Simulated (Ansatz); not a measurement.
The geometry is COD entry 1538565, unchecked; take it as a test cell. The listed cell was then made from it by scaling, straining or moving an atom.

An input for InP: DFT, PBE, all-electron PAW with datasets made for the crystal, scalar-relativistic (Ansatz 0.2.0).

Command: `ansatz run input.yaml --threads 1 --pin off --max-ram 3072MiB --backend cpu --events-out ev --progress --plain --runs-dir out` The run took 10 s on 1 thread of Intel(R) Xeon(R) Platinum 8488C (Sapphire Rapids), with other jobs on the host, peak memory 0.6 GiB.

```yaml
crystal:
  lattice:
    - [0.0, 2.855, 2.7979]
    - [2.855, 0.0, 2.7979]
    - [2.855, 2.855, 0.0]
  atoms:
    - { symbol: In, position: [0.0, 0.0, 0.0] }
    - { symbol: P, position: [0.5, 0.5, 0.5] }
kpoints:
  mp_grid: { grid: [11, 11, 11] }
scf:
  occupations: { method: fermi_dirac, width: 0.03 }
hamiltonian:
  xc: pbe
  pseudopotentials: { kind: all_electron, datasets: crystal }
output:
  forces: true
  stress: true
  eigenvalues: true
  efg: { contact_densities: true }
```

The results part of the log:

```
SCF 1 converged in 8 iterations: F = -169354.897726 eV  dr2 = 1.21e-8
  Residual-converged pass: ⟨swp⟩=3.2  Hψ=3227  notcnv=0  max |occ|·‖R‖ = 5.3e-6 eV (tolerance 5.3e-6 eV)  dr2=1.21e-8  dr2_onsite=2.16e-8  max |Δocc| = 7.9e-10
  greatest PAW one-centre occupation: 0.982 electrons in one spin orbital (limit 2), on the In atom at site 0 (counted from 0), in its partial waves of l = 2
SCF converged after 8 iterations
Free energy (F): -169354.897726 eV
Harris-Foulkes:  -169354.897726 eV  (|F-HF|=3.91e-8)
Internal energy: -169354.895297 eV  (E = F + TS)
E sigma→0 (E₀):  -169354.896511 eV
Entropy (-TS):   -0.002430 eV (-1.215 meV/atom)
Past the cutoff: the bands carry plane waves up to 1.75 times it, of which those up to 1.5 times it add -0.000362 eV an atom, each by itself; the spheres take 0.000424 eV an atom off the energy for waves past 1.75 times it
By the cutoff:   a pressure is off by up to 0.008 GPa (1.2 times the spheres' own share and the shells' term, over an atom's volume, and 0.004 GPa: a bound that held against runs at twice the plane waves)
Past the cutoffs: a stress includes 0.0027 GPa for waves and charges beyond them, in addition to the slope of what the spheres take
In the spheres:  the bands' charges fall short by 2.3e-6 e at most (sound up to 1e-3), those of shells solved beside the bands by 5.6e-8 e (sound up to 5e-4)
Fermi energy:    10.492054 eV
--- Per-component energies (eV) ---
  The terms above E_closure are by the made datasets' own strengths, without shells solved beside the bands.
--- Forces (eV/Å), atoms counted from 1 ---
  atom   1  In    -0.00000000     0.00000000     0.00000000
  atom   2  P      0.00000000     0.00000000     0.00000000
  max |Σ_I F_I| component: 1.18e-30 eV/Å
--- Stress (GPa, compression-positive) ---
       -4.981494       0.000000       0.000000
        0.000000      -4.981494      -0.000000
        0.000000       0.000000      -3.068143
  P = ⅓ Tr σ = -4.3437 GPa (-43.437 kbar)
  It holds what live shells' own plane waves past their cutoff add
--- PAW observables at the nuclei: V_zz in 10²¹ V/m², potentials from the cell's mean, atoms counted from 1 ---
  atom   1  In V_zz =    -1.890525   η = 0.0000   by run symmetry: allowed
            electrostatic potential = -7937.645372 V   contact ρ = 1132960.443950 e/Å³
  atom   2  P  V_zz =    +0.184620   η = 0.0000   by run symmetry: allowed
            electrostatic potential = -1496.202867 V   contact ρ = 16039.068027 e/Å³
--- Band table (eV; the first three rows and the last of 126) ---
  k-point 0: bands = ["-3.6280", "-3.6239", "-3.6124", "-3.6124", "-3.6045", "-0.9891", "10.1571", "10.3412", "10.3412", "10.4923", "17.5387"]
  k-point 1: bands = ["-3.6310", "-3.6266", "-3.6112", "-3.6080", "-3.6018", "-0.8949", "9.0097", "10.2449", "10.3483", "11.6240", "16.8862"]
  k-point 2: bands = ["-3.6409", "-3.6360", "-3.6104", "-3.5937", "-3.5907", "-0.6180", "7.6164", "10.3089", "10.3761", "12.5634", "15.9878"]
  k-point 125: bands = ["-3.8633", "-3.6436", "-3.5880", "-3.5248", "-3.5224", "1.8538", "6.0668", "7.0926", "8.4409", "9.0777", "14.6733"]
```
